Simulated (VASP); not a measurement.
# Li (Im-3m) in VASP: notebook

One crystal, Li, is run at these levels: LDA; tasks: single point, relaxation of cell and atoms.

Program: VASP 6.6.1. These are calculated values, not measurements. Logs are shortened: lines on timing, memory, paths and dates and some standing lists are left out, and cuts for length are marked.

## 1. The structure

Symmetry: Im-3m, No. 229, cubic system. The conventional cell has a = 3.432 Å, b = 3.432 Å, c = 3.432 Å, α = 90.00°, β = 90.00°, γ = 90.00°. Li (site symmetry m-3m) has 8 Li at 2.97 Å as nearest neighbours.

## 2. Single point, LDA (relaxed again under DFT LDA, scalar-relativistic, plane waves, PAW)

INCAR

```
ALGO = Normal ; EDIFF = 1E-7
ENCUT = 520 ; ISIF = 2
ISMEAR = 0 ; LASPH = T
LCHARG = F ; LREAL = F
LWAVE = F ; NBANDS = 8
NELM = 80 ; PREC = Accurate
SIGMA = 0.1
```

KPOINTS

```
k-points
0
Gamma
  16 16 16
```

POSCAR

```
Li
1.0
   -1.6802518578      1.6802518578      1.6802518578
    1.6802518578     -1.6802518578      1.6802518578
    1.6802518578      1.6802518578     -1.6802518578
Li
1
Direct
    0.0000000000      0.0000000000      0.0000000000
```

Potentials or basis: VASP PAW LDA potentials, release 64 (Li_sv).

Launch:

```sh
$ cat potpaw_LDA.64/Li_sv/POTCAR > POTCAR
$ mpirun -np 1 vasp_std > vasp.out
```

OUTCAR:

```text
EDIFF = 1E-7
   ENCUT = 520
   ISIF = 2
   ISMEAR = 0
   LASPH = T
   LREAL = F
   NELM = 80
   PREC = Accurate

 ion  position               nearest neighbor table
   1  0.000  0.000  0.000-

  LATTYP: Found a body centered cubic cell.
 ALAT       =     3.3605037156

  Lattice vectors:

 A1 = (  -1.6802518578,   1.6802518578,   1.6802518578)
 A2 = (   1.6802518578,  -1.6802518578,   1.6802518578)
 A3 = (   1.6802518578,   1.6802518578,  -1.6802518578)

Analysis of symmetry for initial positions (statically):
=====================================================================
 Subroutine PRICEL returns:
 Original cell was already a primitive cell.

 Routine SETGRP: Setting up the symmetry group for a
 body centered cubic supercell.

 Subroutine GETGRP returns: Found 48 space group operations
 (whereof 48 operations were pure point group operations)
 out of a pool of 48 trial point group operations.

The static configuration has the point symmetry O_h .

Analysis of symmetry for dynamics (positions and initial velocities):
=====================================================================
 Subroutine PRICEL returns:
 Original cell was already a primitive cell.

 Routine SETGRP: Setting up the symmetry group for a
 body centered cubic supercell.

 Subroutine GETGRP returns: Found 48 space group operations
 (whereof 48 operations were pure point group operations)
 out of a pool of 48 trial point group operations.

The dynamic configuration has the point symmetry O_h .

 Subroutine INISYM returns: Found 48 space group operations
 (whereof 48 operations are pure point group operations),
 and found     1 'primitive' translations

----------------------------------------------------------------------------------------

                                     Primitive cell

  volume of cell :      18.9751

  direct lattice vectors                    reciprocal lattice vectors
    -1.680251858  1.680251858  1.680251858     0.000000000  0.297574437  0.297574437
     1.680251858 -1.680251858  1.680251858     0.297574437  0.000000000  0.297574437
     1.680251858  1.680251858 -1.680251858     0.297574437  0.297574437  0.000000000

  length of vectors
     2.910281587  2.910281587  2.910281587     0.420833804  0.420833804  0.420833804

  position of ions in fractional coordinates (direct lattice)
     0.000000000  0.000000000  0.000000000

  ion indices of the primitive-cell ions
   primitive index   ion index
                 1           1

----------------------------------------------------------------------------------------

 KPOINTS: k-points

Automatic generation of k-mesh.
 Grid dimensions read from file:
 generate k-points for:   16   16   16

 Generating k-lattice:

  Cartesian coordinates                     Fractional coordinates (reciprocal lattice)
     0.000000000  0.018598402  0.018598402     0.062500000  0.000000000  0.000000000
     0.018598402  0.000000000  0.018598402     0.000000000  0.062500000  0.000000000
     0.018598402  0.018598402  0.000000000     0.000000000  0.000000000  0.062500000

  Length of vectors
     0.026302113  0.026302113  0.026302113

  Shift w.r.t. Gamma in fractional coordinates (k-lattice)
     0.000000000  0.000000000  0.000000000

 Subroutine IBZKPT returns following result:
 ===========================================

 Found    145 irreducible k-points:

 Following reciprocal coordinates:
            Coordinates               Weight
  0.000000  0.000000  0.000000      1.000000
  0.062500  0.000000  0.000000     12.000000
  0.125000  0.000000  0.000000     12.000000
  0.187500  0.000000  0.000000     12.000000
  0.250000  0.000000  0.000000     12.000000
  0.312500  0.000000  0.000000     12.000000
[... 16 lines left out ...]
  0.187500  0.187500  0.000000     24.000000
  0.250000  0.187500  0.000000     48.000000
 [... further k-points ...]
   k-points           NKPTS =    145   k-points in BZ     NKDIM =    145   number of bands    NBANDS=      8
   number of dos      NEDOS =    301   number of ions     NIONS =      1
   total plane-waves  NPLWV =  13824
   dimension x,y,z NGX =    24 NGY =   24 NGZ =   24
   dimension x,y,z NGXF=    48 NGYF=   48 NGZF=   48
   ions per type =               1
   NGX,Y,Z   is equivalent  to a cutoff of  13.71, 13.71, 13.71 a.u.
   NGXF,Y,Z  is equivalent  to a cutoff of  27.42, 27.42, 27.42 a.u.
 SYSTEM =  unknown system
   PREC   = accura    normal or accurate (medium, high low for compatibility)
   ISTART =      0    job   : 0-new  1-cont  2-samecut
   ICHARG =      2    charge: 1-file 2-atom 10-const
   ISPIN  =      1    spin polarized calculation?
   LNONCOLLINEAR =      F non collinear calculations
   LSORBIT =      F    spin-orbit coupling
   LASPH  =      T    aspherical Exc in radial PAW
   ENCUT  =  520.0 eV  38.22 Ry    6.18 a.u.   5.41  5.41  5.41*2*pi/ulx,y,z
   NELM   =     80;   NELMIN=  2; NELMDL= -5     # of ELM steps
   EDIFF  = 0.1E-06   stopping-criterion for ELM
   LREAL  =      F    real-space projection
   EDIFFG = 0.1E-05   stopping-criterion for IOM
   NSW    =      0    number of steps for IOM
   IBRION =     -1    ionic relax: 0-MD 1-quasi-New 2-CG
   NFREE  =      0    steps in history (QN), initial steepest desc. (CG)
   ISIF   =      2    stress and relaxation
   ISYM   =      2    0-nonsym 1-usesym 2-fastsym
   POTIM  = 0.5000    time-step for ionic-motion
   TEBEG  =    0.0;   TEEND  =   0.0 temperature during run
   PSTRESS=    0.0 pullay stress
   NELECT =       3.0000    total number of electrons
   NUPDOWN=      -1.0000    fix difference up-down
   EMIN   =  10.00;   EMAX   =-10.00  energy-range for DOS
   EFERMI =   0.00;   METHOD = LEGACY
   ISMEAR =     0;   SIGMA  =   0.10  broadening in eV -4-tet -1-fermi 0-gaus
   EFERMI_NEDOS =   21; number of points for ismear=-14 and -15
   IALGO  =     38    algorithm
   IMIX   =      4    mixing-type and parameters
     AMIX     =   0.40;   BMIX     =  1.00
     AMIX_MAG =   1.60;   BMIX_MAG =  1.00
  volume/ion in A,a.u.               =      18.98       128.05
  Fermi-wavevector in a.u.,A,eV,Ry     =   0.885226  1.672835 10.661868  0.783625
  Thomas-Fermi vector in A             =   2.006231
   LORBIT       =      0    0 simple, 1 ext, 2 COOP (PROOUT), +10 PAW based schemes
   GGA     = CA    functional components
   LHFCALC =     F    Hartree Fock is set to
   AEXX    =    0.0000 exact exchange contribution
   IVDW    =     0    specifies the selected vdW correction
   LEPSILON=     F    determine dielectric tensor
   LRPA    =     F    only Hartree local field effects (RPA)
 non-spin polarized calculation
 Gauss-broadening in eV      SIGMA  =   0.10
  energy-cutoff  :      520.00
  volume of cell :       18.98
 maximum number of plane-waves:       533
 NGX is ok and might be reduce to    24
   NGX = 11   NGY = 11   NGZ = 11

 number of electron       3.0000006 magnetization

 Free energy of the ion-electron system (eV)
  ---------------------------------------------------
  ext. energy  EPLUGINS =         0.00000000
  ---------------------------------------------------
  free energy    TOTEN  =        -2.04577686 eV

  energy without entropy =       -2.04281756  energy(sigma->0) =       -2.04429721

 E-fermi :   0.7912     XC(G=0):  -7.3127

 val. band max:        0.7896735990   @ k =   0.3750   0.0625   0.0625
 cond. band min:       0.8057999557   @ k =   0.3125   0.1875  -0.0000
 fundamental gap:      0.0161263568
 Fermi energy:         0.7911684565

 k-point     1 :       0.0000    0.0000    0.0000
  band No.  band energies     occupation
      1     -44.7314      2.00000
      2      -2.7833      2.00000
      3      15.8272      0.00000
      4      15.8272      0.00000
      5      15.8272      0.00000
      6      20.9930      0.00000
      7      20.9930      0.00000
      8      20.9930      0.00000

 k-point     2 :       0.0625    0.0000    0.0000
  band No.  band energies     occupation
      1     -44.7303      2.00000
      2      -2.7092      2.00000
      3      15.3326      0.00000
      4      15.4468      0.00000
      5      15.6988      0.00000
      6      19.8166      0.00000
      7      20.0074      0.00000
      8      21.3023      0.00000

 k-point     3 :       0.1250    0.0000    0.0000
  band No.  band energies     occupation
      1     -44.7272      2.00000
      2      -2.4863      2.00000
      3      13.8736      0.00000
      4      14.6260      0.00000
      5      15.3338      0.00000
      6      18.7238      0.00000
      7      18.7280      0.00000
      8      20.8762      0.00000

 k-point     4 :       0.1875    0.0000    0.0000
  band No.  band energies     occupation
      1     -44.7226      2.00000
      2      -2.1148      2.00000
      3      11.8938      0.00000
      4      13.7413      0.00000
      5      14.8126      0.00000
      6      17.6089      0.00000
      7      18.3092      0.00000
      8      20.9105      0.00000

 k-point     5 :       0.2500    0.0000    0.0000
  band No.  band energies     occupation
      1     -44.7172      2.00000
      2      -1.5954      2.00000
      3       9.8508      0.00000
      4      12.9488      0.00000
      5      14.2525      0.00000
      6      16.6849      0.00000
      7      18.2352      0.00000
      8      21.3199      0.00000
[... 177 lines left out ...]
 k-point    22 :       0.4375    0.1250    0.0000
  band No.  band energies     occupation
      1     -44.7022      2.00000
      2       1.3118      0.00000
      3       4.3224      0.00000
      4       9.9885      0.00000
      5      12.0070      0.00000
      6      17.5426      0.00000
      7      19.3899      0.00000
      8      24.3532      0.00000

 k-point    23 :       0.1875    0.1875    0.0000
  band No.  band energies     occupation
      1     -44.7106      2.00000
      2      -0.7708      2.00000
      3       8.5659      0.00000
      4      10.1357      0.00000
      5      12.7637      0.00000
      6      18.3600      0.00000
      7      19.0517      0.00000
      8      22.2740      0.00000

 k-point    24 :       0.2500    0.1875    0.0000
  band No.  band energies     occupation
      1     -44.7064      2.00000
      2      -0.0326      2.00000
      3       7.0127      0.00000
      4       9.3807      0.00000
      5      12.3442      0.00000
      6      18.5566      0.00000
      7      19.3823      0.00000
      8      23.0321      0.00000

 [... further k-points ...]

------------------------ aborting loop because EDIFF is reached ----------------------------------------

  FORCE on cell =-STRESS in cart. coord.  units (eV):
  Direction    XX          YY          ZZ          XY          YZ          ZX
  --------------------------------------------------------------------------------------
  -------------------------------------------------------------------------------------
  Total       -0.0090576     -0.0090576     -0.0090576      0.0000000     -0.0000000      0.0000000
  in kB       -0.7647894     -0.7647894     -0.7647894      0.0000000     -0.0000000      0.0000000
  external PRESSURE =      -0.7647894 kB  Pullay stress =       0.0000000 kB

 VOLUME and BASIS-vectors are now :
 -----------------------------------------------------------------------------
  energy-cutoff  :      520.00
  volume of cell :       18.98
      direct lattice vectors                 reciprocal lattice vectors
    -1.680251858  1.680251858  1.680251858     0.000000000  0.297574437  0.297574437
     1.680251858 -1.680251858  1.680251858     0.297574437  0.000000000  0.297574437
     1.680251858  1.680251858 -1.680251858     0.297574437  0.297574437  0.000000000

 POSITION                                       TOTAL-FORCE (eV/Angst)
 -----------------------------------------------------------------------------------
      0.00000      0.00000      0.00000         0.000000     -0.000000      0.000000
 -----------------------------------------------------------------------------------
    total drift:                               -0.000000      0.000000      0.000000

  FREE ENERGIE OF THE ION-ELECTRON SYSTEM (eV)
  ---------------------------------------------------
  free  energy   TOTEN  =        -2.0457768596 eV

  energy  without entropy=       -2.0428175645  energy(sigma->0) =       -2.04429721
```

It took 5.3 s on 1 thread of Intel Xeon 6975P-C (Granite Rapids), shared host; peak memory 0.13 GiB.

Results:

* Free energy: -2.0458 eV
* Band gap on the k mesh: none (metal or under the smearing width)

Caveat: the cutoff is under 1.25 times the usual one of these potentials, so pressure, stress and relaxed cells hold a basis-set (Pulay) error.

## 3. Relaxation of cell and atoms, LDA

INCAR

```
SYSTEM = Li
ALGO = Fast
EDIFF = 1E-6
EDIFFG = -0.005
ENCUT = 600
GGA = CA
IBRION = 2
ISIF = 3
ISMEAR = 0
LASPH = .TRUE.
LCHARG = .FALSE.
LREAL = .FALSE.
LWAVE = .FALSE.
NELM = 100
NSW = 70
PREC = Accurate
SIGMA = 0.1
```

KPOINTS

```
k-points
0
G
  16 16 16
  0 0 0
```

POSCAR

```
Li
1.0
   -1.7158075576      1.7158075576      1.7158075576
    1.7158075576     -1.7158075576      1.7158075576
    1.7158075576      1.7158075576     -1.7158075576
Li
1
Direct
    0.0000000000      0.0000000000      0.0000000000
```

Potentials or basis: VASP PAW LDA potentials, release 64 (Li_sv).

Launch:

```sh
$ cat potpaw_LDA.64/Li_sv/POTCAR > POTCAR
$ mpirun -np 1 vasp_std > vasp.out
```

It took 12 s on 1 thread of Intel Xeon 6975P-C (Granite Rapids), shared host; peak memory 0.12 GiB.

Results (log left out):

```yaml
Free_energy: -2.0469 eV
Relaxed_volume: 18.78 Å³/atom
Relaxed_cell: a = 2.900 Å, b = 2.900 Å, c = 2.900 Å, α = 109.47°, β = 109.47°, γ = 109.47°
Space_group_after_relaxing_to_0.05_Å: Im-3m (No. 229)
Energy_gained_by_relaxing: 4.5 meV/atom
Ionic_steps: 4
Pressure_after_relaxing: 0.0 GPa
Band_gap_on_the_k_mesh: none (metal or under the smearing width)
```

The path:
```
step  energy change (eV)  largest force (eV/Å)  pressure (GPa)  volume (Å³)
   1              0.0000                0.0000           -0.93        20.21
   2             -0.0018                0.0000           -0.77        19.86
   3             -0.0042                0.0000           -0.26        19.13
   4             -0.0045                0.0000            0.00        18.78
```

Final structure:
```yaml
crystal:
  lattice:
    - [-1.67451, 1.67451, 1.67451]
    - [1.67451, -1.67451, 1.67451]
    - [1.67451, 1.67451, -1.67451]
  atoms:
    - { symbol: Li, position: [0.00000, 0.00000, 0.00000] }
```

Levels at points of the mesh, in eV from the Fermi level:
```tsv
k point	band 1	band 2	band 3	band 4
(0.00, 0.00, 0.00)	-45.50	-3.59	15.15	15.15
(0.50, 0.00, 0.00)	-45.47	0.21	3.56	10.74
(0.50, 0.50, 0.50)	-45.45	5.71	5.71	5.71
```

Caveat: the cutoff is under 1.25 times the usual one of these potentials, so pressure, stress and relaxed cells hold a basis-set (Pulay) error. Zero-point motion and thermal expansion aren't in these numbers.
